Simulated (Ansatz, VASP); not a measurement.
# As in two plane-wave programs

Wanted: the spread between two codes on one cell, functional and k mesh. The cell is taken from a series of runs on this material, whose earlier steps may have relaxed, scaled, displaced or heated it; both programs get it as it stands.

Calculated with Ansatz 0.2.0; plane waves, with VASP 6.6.1 beside it; single point at HSE06.

**1. The structure**

The cell holds 4 atoms: 4 As. Its edges and angles: a = 4.611 Å, b = 3.678 Å, c = 28.000 Å, α = 90.0°, β = 90.0°, γ = 90.0°. Vacuum lies along c.

**2. Ansatz: single point, HSE06**

Ansatz runs on its PAW soft_1 files.

With cell and atoms fixed, the geometry can't cause a difference; cores, projectors, grids and the points listed under the comparison can.

File input.yaml:

```yaml
crystal:
  lattice:
    - [4.6113238274, 0.0, 0.0]
    - [0.0, 3.678024598, 0.0]
    - [0.0, 0.0, 28.0]
  atoms:
    - { symbol: As, position: [0.0655052574, 0.0, 0.5429426542] }
    - { symbol: As, position: [0.4344947426, 0.5, 0.5429426542] }
    - { symbol: As, position: [0.5655052574, 0.5, 0.4570573458] }
    - { symbol: As, position: [0.9344947426, 0.0, 0.4570573458] }
  periodic: [true, true, false]
kpoints:
  mp_grid: { grid: [4, 4, 1] }
  band_path:
    path:
      - [0.0, 0.0, 0.0]
      - [0.5, 0.0, 0.0]
      - [0.5, 0.5, 0.0]
      - [0.0, 0.5, 0.0]
      - [0.35, 0.0, 0.0]
    npoints: 1
hamiltonian:
  xc: hse06
  pseudopotentials: { kind: paw, azcp: { folder: soft_1 } }
scf:
  occupations: { method: fixed }
  n_extra_bands: 5
output:
  eigenvalues: true
```

On the command line:

```bash
ansatz run input.yaml --threads 8 --pin off --max-ram 17510MiB --backend cpu --events-out ev --progress --plain --runs-dir out
```

Numbers of over 12 decimals in the logs are rounded to 6 here.

Output:

```text
scf.n_extra_bands = 5 over 30 filled bands (N_el = 60.0): the run solves 35 bands
Engine: ansatz 0.2.0, x86_64-unknown-linux-gnu
Pseudopotentials: kind: paw
Pseudopotential: As, paw, valence charge 15, recommended cutoff 420 eV (normal), soft_1/As.paw.azcp
Functional definition: HSE06
  parameter a = 0.25
  parameter omega = 0.11/bohr
  exchange = pbe_x - a*pbe_x_sr(omega) + a*exact_x_sr(omega)
  correlation = pbe_c
davidson cushion auto → on  (no smearing: the cushion is to keep the highest requested band from converging to the state above it; pin scf.eigensolver.cushion to override)
Crystal: 4 atoms, lattice volume = 474.896 Å³
Basis set: ecut = 420 eV, 9287 PW (Γ)
Bands: 35, of which v1, the nominal top of the filled ones, is band 30 counted from 1 (29 counted from 0)
Symmetry: 8 space group operations
Space group: Pmna (ITA 53), of the structure as read, at distance tolerance 7.8e-5 Å
k-points: 9 of 16
Non-local potential: As, projectors of the file, l = 0: 2, l = 1: 2, l = 2: 3, l = 3: 1
PAW form: soft (Blöchl's): semilocal exchange-correlation on the pseudo side does not see the compensation charge
PAW frozen core: As, regenerated for the run's functional, and the local potential with it (the file was generated under x = pbe(κ = 0.804, μ = 0.219515), c = pbe(β = 0.066725))
PAW one-centre angular grid: As, 590 points (default); XC on 64 Gauss nodes
Initial density: superposition of atomic densities (neutral atoms: chi_scale 0, normalization atom)
Initial wavefunctions: pseudopotential atomic-orbital guess
Functional: x = pbe(κ = 0.804, μ = 0.219515), c = pbe(β = 0.066725), warm-up for x = pbe(κ = 0.804, μ = 0.219515) + 0.25 (exact − pbe) at short range (hse, ω = 0.207870 Å⁻¹), c = pbe(β = 0.066725); HSE06 as pw.x's `hse` composes it (authors' and Libxc's form: `xc: wpbeh`)
iter 1 solved again at ethr=7.15e-4 eV; its pass at ethr=1.00e-1 eV (dr2=4.29e-1 eV) is discarded
SCF iter   1: F=—  HF=-19424.484488 eV  |F-HF|=—  |Δ(HF+E_count)|=         —  Δρ=1.20e-2  dr2=5.50e-1  ethr=7.15e-4  ⟨swp⟩=6.3  Hψ=1935  notcnv=0
eigensolver tolerance schedule calibrated: the retry pair's looser diagonalisation under-reported the residual by θ = 0.22 (0.10/decade); ethr = c·dr2/N_el runs at the constant in force after the calibration composes with the one it found (an armed cap, an earlier calibration), c = 9.5e-2
preconditioner: auto → none  [insulator: Δε(μ)=0.953 eV  Ē_g=8.663 eV  n_scr=60 (ndim 8)  ℏωp=7.6 eV  f_vac=0.760]
SCF iter   2: F=—  HF=-19424.412285 eV  |F-HF|=—  |Δ(HF+E_count)|=   7.22e-2  Δρ=5.80e-3  dr2=1.08e-1  ethr=7.15e-4  ⟨swp⟩=3.3  Hψ=744  notcnv=0  defer=1
SCF iter   3: F=—  HF=-19424.414909 eV  |F-HF|=—  |Δ(HF+E_count)|=   2.62e-3  Δρ=1.45e-3  dr2=3.81e-2  ethr=1.71e-4  ⟨swp⟩=4.1  Hψ=847  notcnv=0  defer=1
iter 4 solved again at ethr=9.39e-7 eV; its pass at ethr=6.02e-5 eV (dr2=5.94e-4 eV) is discarded
SCF iter   4: F=—  HF=-19424.404793 eV  |F-HF|=—  |Δ(HF+E_count)|=   1.01e-2  Δρ=6.20e-4  dr2=7.57e-4  ethr=9.39e-7  ⟨swp⟩=4.3  Hψ=2003  notcnv=0  defer=1
eigensolver tolerance schedule calibrated: the retry pair's looser diagonalisation under-reported the residual by θ = 0.21 (0.12/decade); ethr = c·dr2/N_el runs at the constant in force after the calibration composes with the one it found (an armed cap, an earlier calibration), c = 7.1e-2
SCF iter   5: F=—  HF=-19424.404821 eV  |F-HF|=—  |Δ(HF+E_count)|=   2.77e-5  Δρ=1.81e-4  dr2=1.88e-4  ethr=8.94e-7  ⟨swp⟩=3.9  Hψ=1021  notcnv=0  defer=1
SCF iter   6: F=-19424.404718 eV  HF=-19424.404725 eV  |F-HF|=6.48e-6  |Δ(HF+E_count)|=   9.60e-5  Δρ=5.47e-5  dr2=1.13e-5  ethr=2.22e-7  ⟨swp⟩=3.3  Hψ=1000  notcnv=0
SCF 1 stopped early in 6 iterations: F = -19424.404718 eV  dr2 = 1.13e-5
  greatest PAW one-centre occupation: 0.999 electrons in one spin orbital (limit 2), on the As atom at site 2 (counted from 0), in its partial waves of l = 2
Initial density: handed on by an earlier stage of this run
Initial wavefunctions: those handed on with the density
Functional: x = pbe(κ = 0.804, μ = 0.219515) + 0.25 (exact − pbe) at short range (hse, ω = 0.207870 Å⁻¹), c = pbe(β = 0.066725); HSE06 as pw.x's `hse` composes it (authors' and Libxc's form: `xc: wpbeh`)
Exchange kernel: α = 0.2500, screened, ω = 0.2079 Å⁻¹, Wigner–Seitz truncation, v(0) = 1038.3262 eV·Å³, q-mesh 4×4×1, nearest image of the exchange supercell L = 14.71 Å, pair-density grid 24×18×120, without the augmentation charges, whose exchange is taken in its separable form by FFT convolution over the k-point mesh (sized by the pseudopotential files, 32×25×192 at the most), smooth part of the exact exchange by density-matrix convolution
Frozen-core exchange: fock
SCF iter   1: F=—  HF=-19428.852038 eV  |F-HF|=—  |Δ(HF+E_count)|=         —  Δρ=2.63e-3  dr2=1.42e-2  ethr=1.88e-7  ⟨swp⟩=10.9  Hψ=1864  notcnv=0
preconditioner: auto → none  [insulator: Δε(μ)=1.348 eV  Ē_g=9.818 eV  n_scr=60 (ndim 8)  ℏωp=7.6 eV  f_vac=0.770]
SCF iter   2: F=—  HF=-19428.825783 eV  |F-HF|=—  |Δ(HF+E_count)|=   2.63e-2  Δρ=9.54e-4  dr2=3.34e-3  ethr=1.88e-7  ⟨swp⟩=5.1  Hψ=1499  notcnv=0
SCF iter   3: F=—  HF=-19428.825189 eV  |F-HF|=—  |Δ(HF+E_count)|=   5.95e-4  Δρ=3.46e-4  dr2=1.97e-3  ethr=1.88e-7  ⟨swp⟩=4.1  Hψ=1056  notcnv=0
SCF iter   4: F=—  HF=-19428.841816 eV  |F-HF|=—  |Δ(HF+E_count)|=   1.66e-2  Δρ=3.45e-4  dr2=3.44e-4  ethr=1.88e-7  ⟨swp⟩=5.3  Hψ=1350  notcnv=0  defer=1
SCF iter   5: F=—  HF=-19428.841630 eV  |F-HF|=—  |Δ(HF+E_count)|=   1.86e-4  Δρ=3.84e-5  dr2=4.98e-5  ethr=1.88e-7  ⟨swp⟩=3.7  Hψ=1013  notcnv=0
SCF iter   6: F=-19428.841949 eV  HF=-19428.841955 eV  |F-HF|=6.36e-6  |Δ(HF+E_count)|=   3.25e-4  Δρ=5.54e-5  dr2=1.21e-5  ethr=4.36e-9  ⟨swp⟩=6.1  Hψ=1382  notcnv=0  defer=2
SCF 2 stopped early in 6 iterations: F = -19428.841949 eV  dr2 = 1.21e-5
hybrid outer 1: dexx = +2.015e-2 eV, tail = 2.27e-4 eV
Exchange kernel: α = 0.2500, screened, ω = 0.2079 Å⁻¹, Wigner–Seitz truncation, v(0) = 1038.3262 eV·Å³, q-mesh 4×4×1, nearest image of the exchange supercell L = 14.71 Å, pair-density grid 24×18×120, without the augmentation charges, whose exchange is taken in its separable form by FFT convolution over the k-point mesh (sized by the pseudopotential files, 32×25×192 at the most), smooth part of the exact exchange by density-matrix convolution
Frozen-core exchange: fock
SCF iter   1: F=—  HF=-19428.843011 eV  |F-HF|=—  |Δ(HF+E_count)|=         —  Δρ=3.65e-5  dr2=3.21e-6  ethr=1.89e-6  ⟨swp⟩=2.4  Hψ=697  notcnv=0
preconditioner: auto → none  [insulator: Δε(μ)=1.382 eV  Ē_g=9.839 eV  n_scr=60 (ndim 8)  ℏωp=7.6 eV  f_vac=0.771]
SCF iter   2: F=—  HF=-19428.843016 eV  |F-HF|=—  |Δ(HF+E_count)|=   4.47e-6  Δρ=1.15e-5  dr2=7.48e-7  ethr=4.75e-9  ⟨swp⟩=4.6  Hψ=1328  notcnv=0  defer=1
SCF iter   3: F=—  HF=-19428.843016 eV  |F-HF|=—  |Δ(HF+E_count)|=   3.76e-7  Δρ=3.66e-6  dr2=4.00e-7  ethr=6.58e-10  ⟨swp⟩=4.2  Hψ=1090  notcnv=0  defer=1
SCF iter   4: F=-19428.843017 eV  HF=-19428.843017 eV  |F-HF|=2.78e-8  |Δ(HF+E_count)|=   1.91e-6  Δρ=3.77e-6  dr2=7.95e-8  ethr=7.82e-11  ⟨swp⟩=6.6  Hψ=1333  notcnv=0  defer=6
SCF 3 converged in 4 iterations: F = -19428.843017 eV  dr2 = 7.95e-8
  greatest PAW one-centre occupation: 0.999 electrons in one spin orbital (limit 2), on the As atom at site 3 (counted from 0), in its partial waves of l = 2
hybrid outer 2: dexx = +2.634e-6 eV, tail = 2.66e-7 eV, Δε = 3.64e-3 eV (about 2.41e-4 eV left of the loop's levels)
the search or the solves at the SCF's close seem to have found levels that the self-consistency loop had missed (the run counts 1). By its estimate they hold under 1e-12 electrons; where the run keeps them, the occupations were computed again with them
NSCF: frozen V_eff on 5 k-points
hybrid SCF converged: 2 outer / 10 inner (+6 warm-up), last move |dexx| = 2.63e-6 eV, tail = 2.66e-7 eV
Stability not checked: this state was not tested for a lower state beside it, because the functional holds exact exchange (a hybrid, or Hartree-Fock), whose exchange loop this test does not read (fock_operator; see scf.lower_state_search)
Free energy (F): -19428.843018 eV
Frozen-core exchange: fock
Harris-Foulkes:  -19428.843018 eV  (|F-HF|=2.78e-8)
Internal energy: -19428.843018 eV  (E = F + TS)
E sigma→0 (E₀):  -19428.843018 eV
Fermi energy:    -5.005447 eV
--- Per-component energies (eV) ---
  E_band       = -1989.601653
  E_kinetic    = 381.810658
  E_local      = -114229.902719  (includes V_loc(G=0)·N_el)
  E_nonlocal   = -1578.329565
  E_hartree    = 57174.092940
  E_xc         = -226.579996
  E_vxc        = -234.904271  (∫ρ·V_xc dr)
  E_exx        = -243.939988  (= α·E_x^exact, valence–valence)
  E_paw        = -7859.830295  (= ΣΔE_a)
  E_vpaw       = -188.603644  (= ΣTr[D̂ρ^β])
  E_aug_tail   = -0.000022  (compensation charges beyond the density's cutoff)
  E_ewald      = 47156.876916
  E_core_change = -3.040946  (= ΣΔE_core)
  E_smearing   = -0.000000  (= −TS)
  E_closure    = -0.000000  (closes the sum)
  Σ components = -19428.843018   (vs F -19428.843018, Δ=3.64e-12)
--- Band table (eV; the first three rows and the last of 9) ---
  k-point 0: bands = [... 26 lower, -7.9676, -6.7801, -6.1825, -5.0054, -3.6233, -2.1298, -1.4941, -0.8045, ... 1 higher]
  k-point 1: bands = [... 26 lower, -8.5447, -7.2178, -6.5078, -5.5910, -3.0756, -3.0027, -1.4615, -0.9935, ... 1 higher]
  k-point 2: bands = [... 26 lower, -7.3767, -7.3767, -6.9201, -6.9201, -3.1249, -3.1249, -2.6903, -2.6903, ... 1 higher]
  k-point 8: bands = [... 26 lower, -9.2202, -9.2202, -6.5821, -6.5821, -1.5749, -1.5749, 0.5151, 0.5151, ... 1 higher]
  the weakly bound empty levels are not read free of the cell's end (exact_exchange)
```

**3. VASP: single point, HSE06**

The same cell, functional and mesh now go to VASP, with its own data sets.

Lines of VASP's logs that name or quote its potential files are left out, and so is its time.

The run reads the wave functions of an earlier VASP run, which isn't shown here.

File INCAR:

```
SYSTEM = As
PREC = Accurate
ENCUT = 400
EDIFF = 1E-06
NELM = 100
ISMEAR = 0
SIGMA = 0.01
LREAL = .FALSE.
ALGO = Normal
LHFCALC = .TRUE.
AEXX = 0.25
GGA = PE
HFSCREEN = 0.208
LASPH = .TRUE.
NBANDS = 16
PRECFOCK = Fast
LORBIT = 11
LWAVE = .FALSE.
LCHARG = .FALSE.
KPAR = 2
NCORE = 4
ISIF = 2
LDIPOL = .TRUE.
IDIPOL = 3
DIPOL = 0.5 0.5 0.5
LVHAR = .TRUE.
```

File POSCAR:

```
As
1.0
    4.6113238274      0.0000000000      0.0000000000
    0.0000000000      3.6780245980      0.0000000000
    0.0000000000      0.0000000000     28.0000000000
As
4
Direct
    0.0655052574      0.0000000000      0.5429426542
    0.4344947426      0.5000000000      0.5429426542
    0.5655052574      0.5000000000      0.4570573458
    0.9344947426      0.0000000000      0.4570573458
```

File KPOINTS:

```
Automatic mesh
0
Gamma
4 4 1
0 0 0
```

Potentials, in the order of the species: As (PBE family, release 64).

On the command line:

```bash
mpirun -np 8 vasp_std
```

Output:

```text
[banner, memory and clock lines left out]
running    8 mpi-ranks, on    1 nodes
 distrk:  each k-point on    4 cores,    2 groups
 distr:  one band on    4 cores,    1 groups

 POSCAR found type information on POSCAR As
 POSCAR found :  1 types and       4 ions
 LDA part: xc-table for (Slater+PW92), standard interpolation
 found WAVECAR, reading the header
 POSCAR, INCAR and KPOINTS ok, starting setup
 FFT: planning ... GRIDC
 FFT: planning ... GRID_SOFT
 FFT: planning ... GRID
 reading WAVECAR
 the WAVECAR file was read successfully
 initial charge from wavefunction
 entering main loop
       N       E                     dE             d eps       ncg     rms          rms(c)
DAV:   1    -0.222804811099E+02   -0.22280E+02   -0.12239E+00   312   0.772E+00    0.341E+00
DAV:   2    -0.222890129233E+02   -0.85318E-02   -0.38418E-02   328   0.975E-01    0.224E+00
DAV:   3    -0.222857554745E+02    0.32574E-02   -0.31188E-03   368   0.299E-01    0.131E+00
DAV:   4    -0.222846436199E+02    0.11119E-02   -0.10405E-03   360   0.175E-01    0.730E-01
DAV:   5    -0.222843350284E+02    0.30859E-03   -0.30117E-04   360   0.942E-02    0.403E-01
DAV:   6    -0.222842492819E+02    0.85746E-04   -0.65600E-05   352   0.455E-02    0.225E-01
DAV:   7    -0.222842265682E+02    0.22714E-04   -0.16595E-05   352   0.236E-02    0.126E-01
DAV:   8    -0.222842228577E+02    0.37104E-05   -0.52007E-06   360   0.136E-02    0.699E-02
DAV:   9    -0.222842239982E+02   -0.11404E-05   -0.17039E-06   288   0.807E-03    0.390E-02
DAV:  10    -0.222842260288E+02   -0.20307E-05   -0.67436E-07   280   0.536E-03    0.216E-02
DAV:  11    -0.222842277007E+02   -0.16719E-05   -0.26203E-07   256   0.338E-03    0.121E-02
DAV:  12    -0.222842289508E+02   -0.12500E-05   -0.14647E-07   272   0.254E-03    0.654E-03
DAV:  13    -0.222842298045E+02   -0.85377E-06   -0.69504E-08   248   0.175E-03
   1 F= -.22284230E+02 E0= -.22284230E+02  d E =-.176927E-22
```

OUTCAR, selected parts (step 3):

```text
ion  position               nearest neighbor table
   1  0.066  0.000  0.543-   4 2.48   2 2.51   2 2.51
   2  0.434  0.500  0.543-   3 2.48   1 2.51   1 2.51
   3  0.566  0.500  0.457-   2 2.48   4 2.51   4 2.51
   4  0.934  0.000  0.457-   1 2.48   3 2.51   3 2.51

  LATTYP: Found a simple orthorhombic cell.
 ALAT       =     3.6780245980
 B/A-ratio  =     1.2537501326
 C/A-ratio  =     7.6127821481

 Subroutine GETGRP returns: Found  8 space group operations
 (whereof  4 operations were pure point group operations)

The static configuration has the point symmetry C_2h.
 The point group associated with its full space group is D_2h.

 Found      9 irreducible k-points:

   k-points           NKPTS =      9   k-points in BZ     NKDIM =     16   number of bands    NBANDS=     16

   dimension x,y,z NGX =    30 NGY =   24 NGZ =  192
   dimension x,y,z NGXF=    60 NGYF=   48 NGZF=  384

   ENCUT  =  400.0 eV  29.40 Ry    5.42 a.u.   7.52  6.00 45.66*2*pi/ulx,y,z

   NELECT =      20.0000    total number of electrons

 k-points in reciprocal lattice and weights: Automatic mesh
   0.00000000  0.00000000  0.00000000       0.062
   0.25000000  0.00000000  0.00000000       0.125
   0.50000000  0.00000000  0.00000000       0.062
   0.00000000  0.25000000  0.00000000       0.125
   0.25000000  0.25000000  0.00000000       0.250
   0.50000000  0.25000000  0.00000000       0.125
   0.00000000  0.50000000  0.00000000       0.062
   0.25000000  0.50000000  0.00000000       0.125
   0.50000000  0.50000000  0.00000000       0.062

  exchange ACFDT corr.  =         0.00000000  see jH, gK, PRB 81, 115126

 dipolmoment           0.000000      0.000000     -0.000000 electrons x Angstroem

 average (electrostatic) potential at core
       1 -54.0416       2 -54.0416       3 -54.0416       4 -54.0416

 E-fermi :  -3.2443

 k-point     1 :       0.0000    0.0000    0.0000
  band No.  band energies     occupation
    ...
      6      -7.4561      2.00000
      7      -6.2808      2.00000
      8      -5.0743      2.00000
      9      -4.5013      2.00000
     10      -3.3109      2.00000
     11      -1.9259      0.00000
     12      -0.4499      0.00000
     13       0.1701      0.00000
     14       0.8698      0.00000
     15       1.4018      0.00000
    ...

 k-point     2 :       0.2500    0.0000    0.0000
  band No.  band energies     occupation
    ...
      6      -6.1881      2.00000
      7      -5.9402      2.00000
      8      -4.5651      2.00000
      9      -4.5480      2.00000
     10      -3.7268      2.00000
     11      -1.1086      0.00000
     12      -0.9940      0.00000
     13      -0.1383      0.00000
     14       0.2269      0.00000
     15       1.8139      0.00000
    ...

 k-point     3 :       0.5000    0.0000    0.0000
  band No.  band energies     occupation
    ...
      6      -6.2499      2.00000
      7      -5.1302      2.00000
      8      -5.1302      2.00000
      9      -3.7810      2.00000
     10      -3.7810      2.00000
     11      -1.1231      0.00000
     12      -1.1231      0.00000
     13       0.3099      0.00000
     14       0.3099      0.00000
     15       0.3831      0.00000
    ...

  Total       -1.4893360     -0.2189072     -1.5057016      0.0000000      0.0000000      0.0000000
  in kB       -5.0246404     -0.7385373     -5.0798536      0.0000000      0.0000000      0.0000000
  external PRESSURE =      -3.6143438 kB  Pullay stress =       0.0000000 kB

  energy-cutoff  :      400.00
  volume of cell :      474.90
      direct lattice vectors                 reciprocal lattice vectors
     4.611323827  0.000000000  0.000000000     0.216857466  0.000000000  0.000000000
     0.000000000  3.678024598  0.000000000     0.000000000  0.271885077  0.000000000
     0.000000000  0.000000000 28.000000000     0.000000000  0.000000000  0.035714286

 POSITION                                       TOTAL-FORCE (eV/Angst)
 -----------------------------------------------------------------------------------
      0.30207      0.00000     15.20239         0.290025     -0.000000     -0.309854
      2.00360      1.83901     15.20239        -0.290025      0.000000     -0.309854
      2.60773      1.83901     12.79761         0.290025     -0.000000      0.309854
      4.30926      0.00000     12.79761        -0.290025      0.000000      0.309854
 -----------------------------------------------------------------------------------
    total drift:                               -0.000000      0.000000     -0.000000

  FREE ENERGIE OF THE ION-ELECTRON SYSTEM (eV)
  ---------------------------------------------------
  free  energy   TOTEN  =       -22.2842298045 eV

  energy  without entropy=      -22.2842298045  energy(sigma->0) =      -22.28422980

 vacuum level on the upper side and lower side of the slab         1.707         1.707

 total charge
# of ion       s       p       d       tot
------------------------------------------
    1        1.309   1.392   0.046   2.747
    2        1.309   1.392   0.046   2.747
    3        1.309   1.392   0.046   2.747
    4        1.309   1.392   0.046   2.747
--------------------------------------------------
tot          5.236   5.569   0.183  10.989

[... 3 further parts left out ...]
```

The k-mesh is coarse for exact exchange; levels may shift by about 0.1 eV on a finer one.

**4. Side by side**

Known differences besides the potentials themselves: exact exchange at q = 0 is treated differently, which shows on coarse meshes; VASP keeps PBE cores, Ansatz makes them for the functional; fixed occupations in Ansatz, narrow Gaussian smearing in VASP; Ansatz cuts the interaction across the vacuum, VASP repeats the sheet with a dipole correction; the data sets hold 60 valence electrons in Ansatz (on its PAW soft_1 files) and 20 in VASP; the cutoff is 420 eV in Ansatz and 400 eV in VASP; VASP takes a coarser grid for exact exchange (PRECFOCK = Fast). Total energies have different zeros and are not compared.

The two programs side by side:

```tsv
quantity	Ansatz	VASP	difference
gap on the k mesh (eV)	1.382	1.385	-0.003
```

A gap on the mesh is an upper bound, since the band edges may lie between its points. With vacuum in the cell, a pressure given here is an average over mostly empty space and none of the material.

**5. Summary of results**

```
difference in gap on the k mesh (single point, HSE06) : -0.0029 eV
```

**Reading.** The difference in gap on the k mesh is -0.0029 eV (single point, HSE06), within the 0.08 eV picked in this series as the mark of a large difference. The data sets hold unlike numbers of valence electrons (60 in Ansatz and 20 in VASP), so part of the differences comes from the potentials. How closely two codes agree says nothing of how well the functional describes the real material.

[Lines on the potential files, build, host, timing and source positions are cut from VASP's logs without a mark.]

[Logs are printed without paths, hosts, clocks, repeated set-up lines and the standing remarks that a program may print on its own settings, such as how far it seeks lower states.]

[Hosts, paths, dates, database ids (printed as entryN), source tags and the programs' standing remarks are cut or masked in the printed files.]
